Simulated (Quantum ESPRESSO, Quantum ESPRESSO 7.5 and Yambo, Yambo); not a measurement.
**NaCl (Fm-3m): G0W0 with Yambo, start to end**

How does a plane-wave GW calculation on NaCl (Fm-3m) run from the first input to the gap?

Calculated with Quantum ESPRESSO 7.5 and Yambo 5.3.0; PBE and many-body steps on it, plane waves.

The database entry behind the starting cell differs from later determinations by our own check (an axis about 0.4 % short against later determinations), so it need not match the best structure at ambient conditions.

## (1) Set-up

The structure is cubic, space group Fm-3m (No. 225). The conventional cell has a = 5.620 Å, b = 5.620 Å, c = 5.620 Å, α = 90.00°, β = 90.00°, γ = 90.00°. Nearest to Na lie 6 Cl at 2.81 Å. Nearest to Cl lie 6 Na at 2.81 Å. Farther neighbours and most contacts between anions are not listed.

As a file:

```cif
data_structure
_symmetry_space_group_name_H-M 'P 1'
_symmetry_Int_Tables_number 1
_cell_length_a 3.9739
_cell_length_b 3.9739
_cell_length_c 3.9739
_cell_angle_alpha 60.000
_cell_angle_beta 60.000
_cell_angle_gamma 60.000
_cell_volume 44.38
loop_
_atom_site_label
_atom_site_type_symbol
_atom_site_fract_x
_atom_site_fract_y
_atom_site_fract_z
_atom_site_occupancy
Na1 Na 0.00000 0.00000 0.00000 1
Cl2 Cl 0.50000 0.50000 0.50000 1
```

The cell and positions come from the Crystallography Open Database and are kept as given unless a step says otherwise.

## (2) Ground state

This step: Quantum ESPRESSO 7.5; DFT, PBE, plane waves, norm-conserving pseudopotentials.

The ground-state density comes first.

pw.in

```
&control
  calculation = 'scf'
  prefix = 'x'
  outdir = 'o'
  pseudo_dir = 'pseudo'
/
&system
  ibrav = 0
  nat = 2
  ntyp = 2
  ecutwfc = 76.0
  nbnd = 13
  force_symmorphic = .true.
/
&electrons
  conv_thr = 1e-10
  electron_maxstep = 80
  mixing_beta = 0.5
/
ATOMIC_SPECIES
  Na 22.99 Na.upf
  Cl 35.45 Cl.upf
CELL_PARAMETERS angstrom
  0.0000000000 2.8100000000 2.8100000000
  2.8100000000 0.0000000000 2.8100000000
  2.8100000000 2.8100000000 0.0000000000
ATOMIC_POSITIONS crystal
  Na 0.0000000000 0.0000000000 0.0000000000
  Cl 0.5000000000 0.5000000000 0.5000000000
K_POINTS automatic
  6 6 6 0 0 0
```

Started as:

```
$ OMP_NUM_THREADS=1 mpirun -n 4 pw.x -nk 4 -in pw.in > pw.out
```

Output:

```text
Program PWSCF v.7.5 starts

     This program is part of the open-source Quantum ESPRESSO suite
     for quantum simulation of materials; please cite
         "P. Giannozzi et al., J. Phys.:Condens. Matter 21 395502 (2009);
         "P. Giannozzi et al., J. Phys.:Condens. Matter 29 465901 (2017);
         "P. Giannozzi et al., J. Chem. Phys. 152 154105 (2020);
     in publications or presentations arising from this work. More details at
     Message from routine setup:
     using ibrav=0 with symmetry is DISCOURAGED, use correct ibrav instead

     G-vector sticks info

     bravais-lattice index     =            0
     lattice parameter (alat)  =       7.5097  a.u.
     unit-cell volume          =     299.4646 (a.u.)^3
     number of atoms/cell      =            2
     number of atomic types    =            2
     number of electrons       =        16.00
     number of Kohn-Sham states=           13
     kinetic-energy cutoff     =      76.0000  Ry
     charge density cutoff     =     304.0000  Ry
     scf convergence threshold =      1.0E-10
     mixing beta               =       0.5000
     number of iterations used =            8  plain     mixing
     Exchange-correlation= PBE
                           (   1   4   3   4   0   0   0)

     celldm(1)=   7.509658  celldm(2)=   0.000000  celldm(3)=   0.000000
     celldm(4)=   0.000000  celldm(5)=   0.000000  celldm(6)=   0.000000

     crystal axes: (cart. coord. in units of alat)
               a(1) = (   0.000000   0.707107   0.707107 )
               a(2) = (   0.707107   0.000000   0.707107 )
               a(3) = (   0.707107   0.707107   0.000000 )

     reciprocal axes: (cart. coord. in units 2 pi/alat)
               b(1) = ( -0.707107  0.707107  0.707107 )
               b(2) = (  0.707107 -0.707107  0.707107 )
               b(3) = (  0.707107  0.707107 -0.707107 )
     Pseudo is Norm-conserving, Zval =  9.0
     Generated using ONCVPSP code by D. R. Hamann
     Using radial grid of 1992 points,  4 beta functions with:
     Pseudo is Norm-conserving + core correction, Zval =  7.0
     Generated using ONCVPSP code by D. R. Hamann
     Using radial grid of 1028 points,  6 beta functions with:
     Na                9.00    22.99000     Na( 1.00)
     Cl                7.00    35.45000     Cl( 1.00)

     48 Sym. Ops., with inversion, found

   Cartesian axes

     site n.     atom                  positions (alat units)
         1        Na     tau(   1) = (   0.0000000   0.0000000   0.0000000  )
         2        Cl     tau(   2) = (   0.7071068   0.7071068   0.7071068  )

     number of k points=    16
                       cart. coord. in units 2pi/alat
        k(    1) = (   0.0000000   0.0000000   0.0000000), wk =   0.0092593
        k(    2) = (   0.1178511   0.1178511  -0.1178511), wk =   0.0740741
        k(    3) = (   0.2357023   0.2357023  -0.2357023), wk =   0.0740741
        k(    4) = (  -0.3535534  -0.3535534   0.3535534), wk =   0.0370370
        k(    5) = (   0.2357023   0.0000000  -0.0000000), wk =   0.0555556
        k(    6) = (   0.3535534   0.1178511  -0.1178511), wk =   0.2222222
        k(    7) = (  -0.2357023  -0.4714045   0.4714045), wk =   0.2222222
        k(    8) = (  -0.1178511  -0.3535534   0.3535534), wk =   0.2222222
        k(    9) = (   0.0000000  -0.2357023   0.2357023), wk =   0.1111111
        k(   10) = (   0.4714045   0.0000000  -0.0000000), wk =   0.0555556
     [... 4 further rows ...]
        k(   15) = (  -0.1178511  -0.3535534   0.5892557), wk =   0.2222222
        k(   16) = (  -0.7071068   0.2357023   0.0000000), wk =   0.1111111

     Dense  grid:    26813 G-vectors     FFT dimensions: (  45,  45,  45)

     Initial potential from superposition of free atoms

     starting charge      15.9937, renormalised to      16.0000
     Starting wfcs are    9 randomized atomic wfcs +    4 random wfcs

     per-process dynamical memory:    23.3 Mb

     Self-consistent Calculation

     iteration #  1     ecut=    76.00 Ry     beta= 0.50

     Threshold (ethr) on eigenvalues was too large:
     Diagonalizing with lowered threshold

     total energy              =    -124.48249237 Ry
     estimated scf accuracy    <       0.04907676 Ry

     iteration #  2     ecut=    76.00 Ry     beta= 0.50

     total energy              =    -124.49193164 Ry
     estimated scf accuracy    <       0.00227950 Ry

     iteration #  3     ecut=    76.00 Ry     beta= 0.50

     total energy              =    -124.49224266 Ry
     estimated scf accuracy    <       0.00055898 Ry

     iteration #  4     ecut=    76.00 Ry     beta= 0.50

     total energy              =    -124.49229384 Ry
     estimated scf accuracy    <       0.00000574 Ry

     iteration #  5     ecut=    76.00 Ry     beta= 0.50

     total energy              =    -124.49229662 Ry
     estimated scf accuracy    <       0.00000061 Ry

     iteration #  6     ecut=    76.00 Ry     beta= 0.50

     total energy              =    -124.49229691 Ry
     estimated scf accuracy    <       0.00000007 Ry

     iteration #  7     ecut=    76.00 Ry     beta= 0.50

     total energy              =    -124.49229693 Ry
     estimated scf accuracy    <          2.1E-09 Ry

     iteration #  8     ecut=    76.00 Ry     beta= 0.50

     End of self-consistent calculation

          k = 0.0000 0.0000 0.0000 (  3383 PWs)   bands (ev):

   -47.7638 -19.6862 -19.6862 -19.6862 -11.5392   1.1413   1.1413   1.1413
     6.2911  12.2033  12.2033  12.2033  14.2947

          k = 0.1179 0.1179-0.1179 (  3353 PWs)   bands (ev):

   -47.7636 -19.6937 -19.6866 -19.6866 -11.4569   0.5325   1.0713   1.0713
     7.1095  11.4436  12.4827  12.4828  14.0004

          k = 0.2357 0.2357-0.2357 (  3356 PWs)   bands (ev):

   -47.7632 -19.7090 -19.6878 -19.6878 -11.2849  -0.4108   0.9377   0.9377
     8.2193  11.2585  12.2909  12.2910  15.0778

          k =-0.3536-0.3536 0.3536 (  3354 PWs)   bands (ev):

     [... further k-points ...]

     highest occupied, lowest unoccupied level (ev):     1.1413    6.2911

!    total energy              =    -124.49229693 Ry
     estimated scf accuracy    <          2.5E-11 Ry

     The total energy is the sum of the following terms:
     one-electron contribution =     -73.86213402 Ry
     hartree contribution      =      41.26218262 Ry
     xc contribution           =     -22.84146010 Ry
     ewald contribution        =     -69.05088543 Ry

     convergence has been achieved in   8 iterations

     XML data file, charge density, pseudopotentials, collected wavefunctions

=------------------------------------------------------------------------------=
   JOB DONE.
=------------------------------------------------------------------------------=
```

Run time: 3.4 s. Hardware: 4 MPI ranks of Arm Neoverse V2, shared host; peak memory 0.24 GiB; 13 s of CPU time.

This step gave:

| Item | Value |
| --- | --- |
| total energy | -1693.8040 eV |
| gap | 5.150 eV |
| k of the valence top | 0, 0, 0 |
| k of the conduction bottom | 0, 0, 0 |
| least direct gap | 5.150 eV |

The gap is direct, at Γ.

## (3) Bands along the symmetry lines

The cheap functional maps the bands first; the places of the edges decide which points the dearer methods must see.

pw.in

```
&control
  calculation = 'bands'
  prefix = 'x'
  outdir = 'o'
  pseudo_dir = 'pseudo'
/
&system
  ibrav = 0
  nat = 2
  ntyp = 2
  ecutwfc = 76.0
  nbnd = 14
  force_symmorphic = .true.
/
&electrons
  conv_thr = 1e-9
  electron_maxstep = 80
  diago_full_acc = .true.
  diago_thr_init = 5e-6
/
ATOMIC_SPECIES
  Na 22.99 Na.upf
  Cl 35.45 Cl.upf
CELL_PARAMETERS angstrom
  0.0000000000 2.8100000000 2.8100000000
  2.8100000000 0.0000000000 2.8100000000
  2.8100000000 2.8100000000 0.0000000000
ATOMIC_POSITIONS crystal
  Na 0.0000000000 0.0000000000 0.0000000000
  Cl 0.5000000000 0.5000000000 0.5000000000
K_POINTS crystal
  50
  0.00000000 0.00000000 0.00000000 1
  0.06250000 0.00000000 0.06250000 1
  0.12500000 0.00000000 0.12500000 1
  0.18750000 0.00000000 0.18750000 1
  0.25000000 0.00000000 0.25000000 1
  0.31250000 0.00000000 0.31250000 1
  0.37500000 0.00000000 0.37500000 1
  0.43750000 0.00000000 0.43750000 1
  0.50000000 0.00000000 0.50000000 1
  0.51562500 0.03125000 0.51562500 1
  0.53125000 0.06250000 0.53125000 1
  0.54687500 0.09375000 0.54687500 1
  0.56250000 0.12500000 0.56250000 1
  0.57812500 0.15625000 0.57812500 1
  0.59375000 0.18750000 0.59375000 1
  0.60937500 0.21875000 0.60937500 1
  0.62500000 0.25000000 0.62500000 1
  0.37500000 0.37500000 0.75000000 1
  0.32812500 0.32812500 0.65625000 1
  0.28125000 0.28125000 0.56250000 1
  0.23437500 0.23437500 0.46875000 1
  0.18750000 0.18750000 0.37500000 1
  0.14062500 0.14062500 0.28125000 1
  0.09375000 0.09375000 0.18750000 1
  0.04687500 0.04687500 0.09375000 1
  0.00000000 0.00000000 0.00000000 1
  0.06250000 0.06250000 0.06250000 1
  0.12500000 0.12500000 0.12500000 1
  0.18750000 0.18750000 0.18750000 1
  0.25000000 0.25000000 0.25000000 1
  0.31250000 0.31250000 0.31250000 1
  0.37500000 0.37500000 0.37500000 1
  0.43750000 0.43750000 0.43750000 1
  0.50000000 0.50000000 0.50000000 1
  0.50000000 0.46875000 0.53125000 1
  0.50000000 0.43750000 0.56250000 1
  0.50000000 0.40625000 0.59375000 1
  0.50000000 0.37500000 0.62500000 1
  0.50000000 0.34375000 0.65625000 1
  0.50000000 0.31250000 0.68750000 1
  0.50000000 0.28125000 0.71875000 1
  0.50000000 0.25000000 0.75000000 1
  0.50000000 0.21875000 0.71875000 1
  0.50000000 0.18750000 0.68750000 1
  0.50000000 0.15625000 0.65625000 1
  0.50000000 0.12500000 0.62500000 1
  0.50000000 0.09375000 0.59375000 1
  0.50000000 0.06250000 0.56250000 1
  0.50000000 0.03125000 0.53125000 1
  0.50000000 0.00000000 0.50000000 1
```

Output:

```text
[banner, memory and clock lines left out]
Program PWSCF v.7.5 starts

     Atomic positions and unit cell read from directory:
     o/x.save/

     Message from routine setup:
     using ibrav=0 with symmetry is DISCOURAGED, use correct ibrav instead

     G-vector sticks info

     bravais-lattice index     =            0
     lattice parameter (alat)  =       7.5097  a.u.
     unit-cell volume          =     299.4646 (a.u.)^3
     number of atoms/cell      =            2
     number of atomic types    =            2
     number of electrons       =        16.00
     number of Kohn-Sham states=           14
     kinetic-energy cutoff     =      76.0000  Ry
     charge density cutoff     =     304.0000  Ry
     Exchange-correlation= PBE
                           (   1   4   3   4   0   0   0)

     celldm(1)=   7.509658  celldm(2)=   0.000000  celldm(3)=   0.000000
     celldm(4)=   0.000000  celldm(5)=   0.000000  celldm(6)=   0.000000

     crystal axes: (cart. coord. in units of alat)
               a(1) = (   0.000000   0.707107   0.707107 )
               a(2) = (   0.707107   0.000000   0.707107 )
               a(3) = (   0.707107   0.707107   0.000000 )

     reciprocal axes: (cart. coord. in units 2 pi/alat)
               b(1) = ( -0.707107  0.707107  0.707107 )
               b(2) = (  0.707107 -0.707107  0.707107 )
               b(3) = (  0.707107  0.707107 -0.707107 )
     Pseudo is Norm-conserving, Zval =  9.0
     Generated using ONCVPSP code by D. R. Hamann
     Using radial grid of 1992 points,  4 beta functions with:
     Pseudo is Norm-conserving + core correction, Zval =  7.0
     Generated using ONCVPSP code by D. R. Hamann
     Using radial grid of 1028 points,  6 beta functions with:
     Na                9.00    22.99000     Na( 1.00)
     Cl                7.00    35.45000     Cl( 1.00)

     48 Sym. Ops., with inversion, found

   Cartesian axes

     site n.     atom                  positions (alat units)
         1        Na     tau(   1) = (   0.0000000   0.0000000   0.0000000  )
         2        Cl     tau(   2) = (   0.7071068   0.7071068   0.7071068  )

     number of k points=    50
                       cart. coord. in units 2pi/alat
        k(    1) = (   0.0000000   0.0000000   0.0000000), wk =   0.0400000
        k(    2) = (   0.0000000   0.0883883   0.0000000), wk =   0.0400000
        k(    3) = (   0.0000000   0.1767767   0.0000000), wk =   0.0400000
[...]
[... 38 further rows ...]
        k(   49) = (   0.0441942   0.7071068   0.0000000), wk =   0.0400000
        k(   50) = (   0.0000000   0.7071068   0.0000000), wk =   0.0400000

     Dense  grid:    26813 G-vectors     FFT dimensions: (  45,  45,  45)

     The potential is recalculated from file :
     o/x.save/charge-density

     Starting wfcs are    9 randomized atomic wfcs +    5 random wfcs

     Band Structure Calculation

     End of band structure calculation

          k = 0.0000 0.0000 0.0000 (  3383 PWs)   bands (ev):

   -47.7639 -19.6862 -19.6862 -19.6862 -11.5392   1.1413   1.1413   1.1413
     6.2911  12.2033  12.2033  12.2033  14.2948  14.2948

          k = 0.0000 0.0884 0.0000 (  3371 PWs)   bands (ev):

   -47.7638 -19.6873 -19.6865 -19.6865 -11.5227   1.0289   1.1152   1.1152
     6.4721  11.9526  12.2967  12.2967  14.0237  14.3474

          k = 0.0000 0.1768 0.0000 (  3371 PWs)   bands (ev):

   -47.7637 -19.6904 -19.6874 -19.6874 -11.4765   0.7455   1.0424   1.0424
     6.9546  11.3985  12.5685  12.5685  13.3748  14.5025

          k =-0.0000 0.2652 0.0000 (  3339 PWs)   bands (ev):

[...]
k = 0.0000 0.4419-0.0000 (  3355 PWs)   bands (ev):

[...]
k =-0.0000 0.5303 0.0000 (  3370 PWs)   bands (ev):

[...]
k = 0.0000 0.6187-0.0000 (  3334 PWs)   bands (ev):

[...]
k = 0.4640 0.4640-0.0000 (  3344 PWs)   bands (ev):

[...]
k = 0.3315 0.3315-0.0000 (  3360 PWs)   bands (ev):

[...]
k = 0.3094 0.7071-0.0000 (  3348 PWs)   bands (ev):

[...]
k = 0.2210 0.7071-0.0000 (  3344 PWs)   bands (ev):

[...]
k = 0.1768 0.7071-0.0000 (  3350 PWs)   bands (ev):

[...]
k = 0.0442 0.7071 0.0000 (  3338 PWs)   bands (ev):

   -47.7627 -19.7069 -19.6947 -19.6947 -11.1455  -0.5355   0.5229   0.5298
     8.7252   9.2264  12.5041  15.5716  16.0345  16.5503

          k = 0.0000 0.7071 0.0000 (  3338 PWs)   bands (ev):

   -47.7627 -19.7070 -19.6946 -19.6946 -11.1461  -0.5439   0.5360   0.5360
     8.6899   9.1941  12.5380  16.0206  16.0206  16.1877

     XML data file, pseudopotentials, collected wavefunctions
```

The job ended after 3.6 s (4 MPI ranks; peak memory 0.2 GiB).

This step gave:

```yaml
gap: 5.150 eV
k_of_the_valence_top: 0, 0, 0
k_of_the_conduction_bottom: 0, 0, 0
least_direct_gap: 5.150 eV
```

The gap is 5.150 eV, as in the run before at this level.

The electronic bands at the labelled points (eV, zero at the top of the highest filled band; v1 is the highest filled band, c1 the lowest empty one):

| point | v4 | v3 | v2 | v1 | c1 | c2 | c3 | c4 |
| --- | --- | --- | --- | --- | --- | --- | --- | --- |
| Γ | -12.68 | 0.00 | 0.00 | 0.00 | 5.15 | 11.06 | 11.06 | 11.06 |
| halfway | -12.47 | -1.08 | -0.32 | -0.32 | 7.13 | 9.10 | 10.83 | 12.41 |
| X | -12.29 | -1.69 | -0.61 | -0.61 | 7.55 | 8.05 | 11.40 | 14.88 |
| halfway | -12.28 | -1.62 | -0.77 | -0.58 | 7.79 | 8.33 | 11.15 | 13.72 |
| U | -12.28 | -1.43 | -1.13 | -0.50 | 8.24 | 9.04 | 10.59 | 12.74 |
| jump to K | -12.28 | -1.43 | -1.13 | -0.50 | 8.24 | 9.04 | 10.59 | 12.74 |
| halfway | -12.45 | -1.24 | -0.47 | -0.16 | 7.32 | 9.68 | 10.76 | 11.84 |
| Γ | -12.68 | 0.00 | 0.00 | 0.00 | 5.15 | 11.06 | 11.06 | 11.06 |
| halfway | -12.51 | -1.11 | -0.14 | -0.14 | 6.62 | 10.01 | 11.34 | 11.34 |
| L | -12.34 | -1.95 | -0.27 | -0.27 | 7.28 | 10.72 | 10.92 | 10.92 |
| halfway | -12.30 | -1.67 | -0.77 | -0.42 | 8.34 | 9.55 | 10.28 | 11.69 |
| W | -12.27 | -1.20 | -1.20 | -0.76 | 8.85 | 9.71 | 9.71 | 11.37 |
| halfway | -12.28 | -1.55 | -0.80 | -0.69 | 8.07 | 8.54 | 10.89 | 12.75 |
| X | -12.29 | -1.69 | -0.61 | -0.61 | 7.55 | 8.05 | 11.40 | 14.88 |

The electronic bands as a text plot (rows in eV, shown from -8.0 to 11.1 only):

```
   10.8 |++   +++++    ++++     +    ++++++    +++++++       ++
   10.0 |  +++             ++++++++++      +++++    +++++++++
    9.2 |     ++         +++                          +++++++
    8.4 |       ++++++++++++++++                      +     +++++
    7.6 |       +++++++++       +              +++++++        +++
    6.8 |    +++                 ++         +++
    6.0 |  ++                      ++    +++
    5.2 |++                          ++++
    4.4 |
    3.6 |
    2.8 |
    2.0 |
    1.2 |
    0.4 |*                           ****
   -0.4 | ****************************  *************************
   -1.2 |     *****     ***********         ***        ********
   -2.0 |          *****                       ********        **
   -2.8 |
   -3.6 |
   -4.4 |
   -5.2 |
   -6.0 |
   -6.8 |
   -7.6 |
         Γ           X  U|K            Γ         L        W     X
```

(Part 1 of 2 ends here.)

[Paths, hosts, dates, memory and timing lines, banners, echoed tables and standing remarks are left out of the program output.]

[Logs are printed without paths, hosts, clocks, repeated set-up lines and the standing remarks that a program may print on its own settings, such as how far it seeks lower states.]

[Runs of the session that timed out or met a known fault of the program may be left out.]

[Hosts, paths, dates, database ids (printed as entryN), source tags and the programs' standing remarks are cut or masked in the printed files.]
